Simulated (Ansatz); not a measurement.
# SnO2 (Pa-3) in Ansatz: relaxation of cell and atoms with PBE

Aim: the relaxation of cell and atoms of SnO2 with PBE.

All numbers are computed with Ansatz 0.2.0; they aren't measurements. Logs are shortened: lines on timing, memory, paths and dates and some standing lists are left out, and cuts for length are marked.

### 1 The crystal as given

Symmetry: Pa-3, No. 205, cubic system. Conventional cell: a = 5.175 Å, b = 5.175 Å, c = 5.175 Å, α = 90.00°, β = 90.00°, γ = 90.00°. Sn (site symmetry -3) has 6 O at 2.11 Å as nearest neighbours. O (site symmetry 3) has 3 Sn at 2.11 Å as nearest neighbours.

Measurements of this composition are mostly on another form, of space group No. 136.

### 2 Relaxation of cell and atoms, PBE

input.yaml reads:

```yaml
crystal:
  lattice:
    - [5.175256, 0.0, 0.0]
    - [0.0, 5.175256, 0.0]
    - [0.0, 0.0, 5.175256]
  atoms:
    - { symbol: Sn, position: [0.0, 0.0, 0.0] }
    - { symbol: Sn, position: [0.5, 0.0, 0.5] }
    - { symbol: Sn, position: [0.5, 0.5, 0.0] }
    - { symbol: Sn, position: [0.0, 0.5, 0.5] }
    - { symbol: O, position: [0.661098, 0.838902, 0.161098] }
    - { symbol: O, position: [0.838902, 0.161098, 0.661098] }
    - { symbol: O, position: [0.161098, 0.661098, 0.838902] }
    - { symbol: O, position: [0.338902, 0.338902, 0.338902] }
    - { symbol: O, position: [0.661098, 0.661098, 0.661098] }
    - { symbol: O, position: [0.838902, 0.338902, 0.161098] }
    - { symbol: O, position: [0.161098, 0.838902, 0.338902] }
    - { symbol: O, position: [0.338902, 0.161098, 0.838902] }
hamiltonian:
  xc: pbe
  pseudopotentials: { kind: paw }
kpoints:
  mp_grid: { grid: [4, 4, 4] }
scf:
  occupations: { method: fermi_dirac, width: 0.05 }
output:
  forces: true
  stress: true
  eigenvalues: true
relax:
  f_tol: 0.01
  max_steps: 40
  cell: { stress_tol: 0.05 }
```

Potentials or basis: Ansatz PAW.

Started as:

```
$ ansatz run input.yaml --threads 4 --pin off --max-ram 11264MiB --backend cpu --events-out ev --progress --plain --runs-dir out
```

The log of the run:

```text
Warning: RAYON_NUM_THREADS=4 ignored (pool sized by the plan → 4); use --threads N
Engine: ansatz 0.2.0, aarch64-unknown-linux-gnu
Pseudopotentials: kind: paw
Pseudopotential: Sn, paw, valence charge 14, recommended cutoff 420 eV (normal), Sn.paw.azcp
Pseudopotential: O, paw, valence charge 6, recommended cutoff 420 eV (normal), O.paw.azcp
Functional definition: PBE
  parameter kappa = 0.804
  parameter beta = 0.06672455060314922
  exchange = pbe_x(kappa = kappa, mu = beta*pi^2/3)
  correlation = pbe_c(beta = beta)
Crystal: 12 atoms, lattice volume = 138.610 Å³
Basis set: ecut = 420 eV, 2721 PW (Γ), exchange–correlation on 72×72×72 points (8 copies of the dense FFT grid, shifted against one another)
Bands: 64, of which v1, the nominal top of the filled ones, is band 52 counted from 1 (51 counted from 0)
Symmetry: 24 space group operations
Space group: Pa-3 (ITA 205), of the structure as read, at distance tolerance 5.2e-5 Å
k-points: 11 of 64
Non-local potential: Sn, projectors of the file, l = 0: 2, l = 1: 2, l = 2: 2, l = 3: 2
Non-local potential: O, projectors of the file, l = 0: 2, l = 1: 2, l = 2: 1
PAW form: soft (Blöchl's): semilocal exchange-correlation on the pseudo side does not see the compensation charge
PAW one-centre angular grid: Sn, 590 points (default); XC on 64 Gauss nodes
PAW one-centre angular grid: O, 110 points (default); XC on 64 Gauss nodes
Initial density: superposition of atomic densities (neutral atoms: chi_scale 0, normalization atom), corrected by the library's trained network
Initial wavefunctions: pseudopotential atomic-orbital guess
Functional: x = pbe(κ = 0.804, μ = 0.2195149727645171), c = pbe(β = 0.06672455060314922)
SCF iter   1: F=—  HF=-28634.709140 eV  |F-HF|=—  |Δ(HF+E_count)|=         —  Δρ=1.66e-3  dr2=2.44e-3  ethr=1.77e-3  ⟨swp⟩=5.7  Hψ=2845  notcnv=0  defer=14
preconditioner: auto → Resta (q_TF=auto, 2.601 Å⁻¹)  ε∞=3.9  [insulator: Δε(μ)=0.568 eV  Ē_g=18.977 eV  σ=0.050 eV  W_gap=0.98  n_scr=32 (ndim 8)  ℏωp=32.2 eV  f_vac=0.000  D(μ)=0.02/eV (n_scr^D=0)  ε∞_Penn≈3.9]
SCF iter   2: F=—  HF=-28634.711776 eV  |F-HF|=—  |Δ(HF+E_count)|=   2.64e-3  Δρ=6.85e-4  dr2=3.73e-4  ethr=2.35e-6  ⟨swp⟩=2.3  Hψ=1349  notcnv=0  defer=37
SCF iter   3: F=—  HF=-28634.712398 eV  |F-HF|=—  |Δ(HF+E_count)|=   6.23e-4  Δρ=2.32e-4  dr2=5.21e-5  ethr=3.58e-7  ⟨swp⟩=2.1  Hψ=1086  notcnv=0  defer=37
SCF iter   4: F=—  HF=-28634.712311 eV  |F-HF|=—  |Δ(HF+E_count)|=   8.69e-5  Δρ=3.87e-5  dr2=1.94e-6  ethr=5.01e-8  ⟨swp⟩=2.0  Hψ=954  notcnv=0  defer=37
iter 5 did not close the SCF: its close was put off for the readings that it lacked (scf_convergence_deferred on its scf_iter line)
SCF iter   5: F=-28634.712314 eV  HF=-28634.712313 eV  |F-HF|=3.76e-7  |Δ(HF+E_count)|=   2.02e-6  Δρ=1.29e-5  dr2=8.33e-8  ethr=1.86e-9  ⟨swp⟩=2.4  Hψ=1141  notcnv=0  defer=37
SCF iter   6: F=-28634.712314 eV  HF=-28634.712314 eV  |F-HF|=3.17e-9  |Δ(HF+E_count)|=   4.01e-7  Δρ=1.17e-6  dr2=1.15e-9  ethr=8.01e-11  ⟨swp⟩=9.0  Hψ=3237  notcnv=0
SCF 1 converged in 6 iterations: F = -28634.712314 eV  dr2 = 1.15e-9
relax step   1: F+E_penalty+E_count = -28634.71231390 eV  Δ(F+E_penalty+E_count) = +0.000e0 eV  max|allowed force component| = 2.343e-3 eV/Å  Δτ_max = 0.0000 Å  P = -0.622 GPa  Ω = 138.610 Å³  (6 SCF iters, dr2 threshold 1.00e-7 eV, accepted)
Crystal: 12 atoms, lattice volume = 138.153 Å³
Initial density: handed on by an earlier stage of this run
Initial wavefunctions: those handed on with the density
iter 1 solved again at ethr=4.17e-7 eV; its pass at ethr=3.10e-3 eV (dr2=4.34e-4 eV) is discarded
SCF iter   1: F=—  HF=-28634.715965 eV  |F-HF|=—  |Δ(HF+E_count)|=         —  Δρ=7.20e-4  dr2=4.66e-4  ethr=4.17e-7  ⟨swp⟩=2.0  Hψ=2667  notcnv=0
preconditioner: auto → Resta (q_TF=auto, 2.602 Å⁻¹)  ε∞=3.9  [insulator: Δε(μ)=0.605 eV  Ē_g=19.014 eV  σ=0.050 eV  W_gap=0.99  n_scr=32 (ndim 8)  ℏωp=32.2 eV  f_vac=0.000  D(μ)=0.01/eV (n_scr^D=0)  ε∞_Penn≈3.9]
SCF iter   2: F=—  HF=-28634.715743 eV  |F-HF|=—  |Δ(HF+E_count)|=   2.22e-4  Δρ=3.07e-4  dr2=8.65e-5  ethr=4.17e-7  ⟨swp⟩=2.7  Hψ=1116  notcnv=0
SCF iter   3: F=—  HF=-28634.715730 eV  |F-HF|=—  |Δ(HF+E_count)|=   1.32e-5  Δρ=6.11e-5  dr2=3.49e-6  ethr=8.32e-8  ⟨swp⟩=2.4  Hψ=1056  notcnv=0
iter 4 did not close the SCF: its close was put off for the readings that it lacked (scf_convergence_deferred on its scf_iter line)
[... 26 lines left out ...]
SCF converged after 8 iterations
Free energy (F): -28634.712557 eV
Harris-Foulkes:  -28634.712557 eV  (|F-HF|=1.09e-11)
Internal energy: -28634.712279 eV  (E = F + TS)
E sigma→0 (E₀):  -28634.712418 eV
Entropy (-TS):   -0.000278 eV (-0.023 meV/atom)
Fermi energy:    10.480721 eV
--- Per-component energies (eV) ---
  E_band       = -152.660508
  E_kinetic    = 2156.285449
  E_local      = -4979.501097  (includes V_loc(G=0)·N_el)
  E_nonlocal   = 267.287105
  E_hartree    = 2651.825332
  E_xc         = -2107.552207
  E_vxc        = -1124.812632  (∫ρ·V_xc dr)
  E_paw        = -17854.600050  (= ΣΔE_a)
  E_vpaw       = -1775.589522  (= ΣTr[D̂ρ^β])
  E_aug_tail   = 0.019527  (compensation charges beyond the density's cutoff)
  E_ewald      = -8768.476338
  E_smearing   = -0.000278  (= −TS)
  E_closure    = -0.000000  (closes the sum)
  Σ components = -28634.712557   (vs F -28634.712557, Δ=0.00e0)
--- Forces (eV/Å), atoms counted from 1 ---
  atom   1  Sn    -0.00000000    -0.00000000     0.00000000
  atom   2  Sn     0.00000000     0.00000000     0.00000000
  atom   3  Sn     0.00000000     0.00000000     0.00000000
  atom   4  Sn    -0.00000000     0.00000000     0.00000000
  atom   5  O     -0.00043594     0.00043594    -0.00043594
  atom   6  O      0.00043594    -0.00043594    -0.00043594
  atom   7  O     -0.00043594    -0.00043594     0.00043594
  atom   8  O      0.00043594     0.00043594     0.00043594
  atom   9  O     -0.00043594    -0.00043594    -0.00043594
  atom  10  O      0.00043594     0.00043594    -0.00043594
  atom  11  O     -0.00043594     0.00043594     0.00043594
  atom  12  O      0.00043594    -0.00043594     0.00043594
  max |Σ_I F_I| component: 2.32e-17 eV/Å
--- Stress (GPa, compression-positive) ---
       -0.007283       0.000000      -0.000000
        0.000000      -0.007283      -0.000000
       -0.000000      -0.000000      -0.007283
  P = ⅓ Tr σ = -0.0073 GPa (-0.073 kbar)
--- Band table (eV; the first three rows and the last of 11) ---
  k-point 0: bands = ["-10.7039", "-10.7039", "-10.7039", "-10.0193", "-10.0193", "-10.0193", "-9.9672", "-9.9672", "-9.9260", "-9.9103", "-9.9103", "-9.9103", "-9.8454", "-9.8454", "-9.8454", "-9.7810", "-9.7810", "-9.7810", "-9.7755", "-9.7755", "-8.5654", "-6.9600", "-6.9600", "-6.9600", "-5.9968", "-5.2556", "-5.2556", "-5.2556", "3.1008", "3.1008", "3.1008", "5.0371", "5.0371", "5.0371", "5.4125", "5.4125", "7.6299", "7.6299", "7.6299", "8.0531", "8.0531", "8.0531", "8.4113", "9.0721", "9.0721", "9.0721", "9.3866", "9.3866", "9.8126", "10.0436", "10.0436", "10.0436", "10.7019", "15.8778", "15.8778", "15.8778", "17.4892", "17.4892", "17.4892", "18.6734", "18.6734", "18.6734", "18.8716", "21.4747"]
  k-point 1: bands = ["-10.6394", "-10.6362", "-10.6185", "-10.0991", "-10.0935", "-10.0770", "-10.0062", "-9.9673", "-9.9323", "-9.9178", "-9.9085", "-9.9043", "-9.8619", "-9.8604", "-9.8445", "-9.8017", "-9.7935", "-9.7915", "-9.7838", "-9.7811", "-8.3939", "-7.2778", "-6.7263", "-6.6687", "-5.9910", "-5.4638", "-5.3652", "-5.3048", "2.8145", "2.8964", "3.6148", "5.1099", "5.2106", "5.3354", "5.5408", "6.0561", "7.0382", "7.1459", "7.1964", "8.0166", "8.1321", "8.3091", "8.4639", "8.5562", "9.0116", "9.2082", "9.2604", "9.3964", "9.5701", "9.9489", "9.9862", "10.0782", "12.0606", "15.1665", "15.2004", "15.5647", "17.7023", "17.8922", "18.2462", "18.6391", "18.8085", "18.8460", "19.2242", "20.7298"]
  k-point 2: bands = ["-10.5398", "-10.5398", "-10.3853", "-10.3853", "-10.2031", "-10.2031", "-9.9804", "-9.9804", "-9.9257", "-9.9257", "-9.9038", "-9.9038", "-9.8563", "-9.8563", "-9.8301", "-9.8301", "-9.8073", "-9.8073", "-9.7868", "-9.7868", "-7.9026", "-7.9026", "-6.2471", "-6.2471", "-6.0328", "-6.0328", "-5.4086", "-5.4086", "2.6594", "2.6594", "4.8678", "4.8678", "5.2401", "5.2401", "6.1781", "6.1781", "6.7246", "6.7246", "7.1320", "7.1320", "8.4502", "8.4502", "8.6480", "8.6480", "8.7653", "8.7653", "9.3869", "9.3869", "9.6605", "9.6605", "10.0991", "10.0991", "13.7694", "13.7694", "14.9926", "14.9926", "17.8613", "17.8613", "18.6435", "18.6435", "19.5623", "19.5623", "19.7743", "19.7743"]
  k-point 10: bands = ["-10.5775", "-10.5775", "-10.5775", "-10.5775", "-9.9877", "-9.9877", "-9.9877", "-9.9877", "-9.9271", "-9.9271", "-9.9271", "-9.9271", "-9.8065", "-9.8065", "-9.8065", "-9.8065", "-9.8012", "-9.8012", "-9.8012", "-9.8012", "-6.9475", "-6.9475", "-6.9475", "-6.9475", "-6.0260", "-6.0260", "-6.0260", "-6.0260", "4.0982", "4.0982", "4.0982", "4.0982", "6.1681", "6.1681", "6.1681", "6.1681", "6.5400", "6.5400", "6.5400", "6.5400", "8.5220", "8.5220", "8.5220", "8.5220", "8.9231", "8.9231", "8.9231", "8.9231", "9.4945", "9.4945", "9.4945", "9.4945", "15.1280", "15.1280", "15.1280", "15.1280", "17.3998", "17.3998", "17.3998", "17.3998", "21.1177", "21.1177", "21.1177", "21.1177"]
--- Relaxed structure (2 steps of the walk, 2 accepted, 1 SCFs on fresh bases) ---
  F+E_penalty+E_count = -28634.71255725 eV   max|allowed force component| = 4.359e-4 eV/Å   (the final SCF, on the basis selected at the relaxed cell)
  cell:  # Å, volume = 138.1526 Å³
    - [5.169552903227355, 3.209883240645393e-34, 2.407412430484045e-35]
    - [3.209883240645393e-34, 5.169552903227355, 0.0]
    - [-4.012354050806741e-35, 0.0, 5.169552903227355]
  atoms:
    - { symbol: Sn, position: [-1.3966486842847353e-20, -6.983243421423699e-21, 3.491621710711843e-21] }
    - { symbol: Sn, position: [0.5, -6.983243421423702e-21, 0.5] }
    - { symbol: Sn, position: [0.5, 0.5, 3.491621710711846e-21] }
    - { symbol: Sn, position: [-1.3966486842847395e-20, 0.5, 0.5] }
    - { symbol: O, position: [0.660874921014923, 0.839125078985077, 0.16087492101492296] }
    - { symbol: O, position: [0.839125078985077, 0.16087492101492296, 0.660874921014923] }
    - { symbol: O, position: [0.16087492101492296, 0.660874921014923, 0.839125078985077] }
    - { symbol: O, position: [0.33912507898507704, 0.33912507898507704, 0.33912507898507704] }
    - { symbol: O, position: [0.660874921014923, 0.660874921014923, 0.660874921014923] }
    - { symbol: O, position: [0.839125078985077, 0.33912507898507704, 0.16087492101492296] }
    - { symbol: O, position: [0.16087492101492296, 0.839125078985077, 0.33912507898507704] }
    - { symbol: O, position: [0.33912507898507704, 0.16087492101492296, 0.839125078985077] }
```

It took 6 s on 4 threads of Arm Neoverse V1, shared host; peak memory 0.55 GiB.

Results:

```yaml
Free_energy: -28634.7126 eV
Relaxed_volume: 11.51 Å³/atom
Relaxed_cell: a = 5.170 Å, b = 5.170 Å, c = 5.170 Å, α = 90.00°, β = 90.00°, γ = 90.00°
Space_group_after_relaxing_to_0.05_Å: Pa-3 (No. 205)
Energy_gained_by_relaxing: 0.0 meV/atom
Ionic_steps: 3
Pressure_after_relaxing: 0.0 GPa
Band_gap_on_the_k_mesh: 0.60 eV, indirect (least direct gap 0.66 eV)
```

Step by step:
```csv
step,energy change (eV),largest force (eV/Å),volume (Å³)
1,0.0000,0.0041,138.61
2,-0.0034,0.0008,138.15
3,-0.0002,0.0008,138.15
```

Final structure:
```
Sn O
1.0
     5.16955    0.00000    0.00000
     0.00000    5.16955    0.00000
     0.00000    0.00000    5.16955
Sn O
4 8
Cartesian
  0.0000 0.0000 0.0000
  2.5848 0.0000 2.5848
  2.5848 2.5848 0.0000
  0.0000 2.5848 2.5848
  3.4164 4.3379 0.8317
  4.3379 0.8317 3.4164
  0.8317 3.4164 4.3379
  1.7531 1.7531 1.7531
  3.4164 3.4164 3.4164
  4.3379 1.7531 0.8317
  0.8317 4.3379 1.7531
  1.7531 0.8317 4.3379
```

Levels at points of the mesh, in eV from the valence-band top:
| k point | band 49 | band 50 | band 51 | band 52 | band 53 | band 54 | band 55 | band 56 |
| --- | --- | --- | --- | --- | --- | --- | --- | --- |
| (0.00, 0.00, 0.00) | -0.29 | -0.06 | -0.06 | -0.06 | 0.60 | 5.78 | 5.78 | 5.78 |
| (0.00, 0.00, -0.50) | -0.44 | -0.44 | 0.00 | 0.00 | 3.67 | 3.67 | 4.89 | 4.89 |
| (0.00, -0.50, -0.50) | -0.30 | -0.30 | -0.30 | -0.30 | 4.55 | 4.55 | 4.55 | 4.55 |
| (-0.50, -0.50, -0.50) | -0.60 | -0.60 | -0.60 | -0.60 | 5.03 | 5.03 | 5.03 | 5.03 |

Caveat: the plane-wave basis is chosen anew once the cell has moved, so the energies of steps on either side of that aren't comparable; the pressure holds a Pulay correction of +0.9 GPa for the finite cutoff; spin-orbit coupling is left out, which moves the levels of the heavy elements.
